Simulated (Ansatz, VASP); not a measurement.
# PtSe2: VASP beside Ansatz

```
Pt Se
1.0
     3.72400    0.00000    0.00000
    -1.86200    3.22508    0.00000
     0.00000    0.00000    5.06200
Pt Se
1 2
Direct
  0.00000 0.00000 0.00000
  0.33333 0.66667 0.25000
  0.66667 0.33333 0.75000
```

Alike in both runs: task single point; functional PBE; k mesh 6 × 6 × 4; occupations gaussian, width 0.05 eV; collinear spin; Hubbard terms Pt d U = 5.0 eV, J = 0.9 eV.

```csv
,VASP,Ansatz
version,VASP 6.6.1,Ansatz 0.2.0
potentials or method,"VASP PAW PBE potentials, release 64 (Pt, Se)","scalar-relativistic, plane waves, PAW"
plane-wave cutoff (eV),520,420
valence electrons in the cell,22,50
```

VASP gave:

| Item | Value |
| --- | --- |
| gap on the k mesh at the Fermi level (eV) | none |
| pressure (GPa) | 4.7 |
| largest component of the traceless stress (GPa) | 0.31 |
| rms of the force components (eV/Å) | 0.191 |
| net moment per atom (μB) | 0.00 |

Problem. Estimate Ansatz's values.

Solution. gap on the k mesh at the Fermi level (eV): none; pressure (GPa): 7.6; largest component of the traceless stress (GPa): 1.42; rms of the force components (eV/Å): 0.330; net moment per atom (μB): 0.00.

The programs project onto different local orbitals, so the same U acts differently. Atom by atom the forces differ by 0.139 eV/Å (rms over components). A gap of «none» marks a metal or a gap that the smearing closes. The two sets of potentials don't hold the same shells in valence. Ansatz warned: «filled_band_counts_differ_across_k_points».

Spin-orbit coupling is left out, which matters for the levels of Pt. The state reached can hang on the start; a lower one may exist.
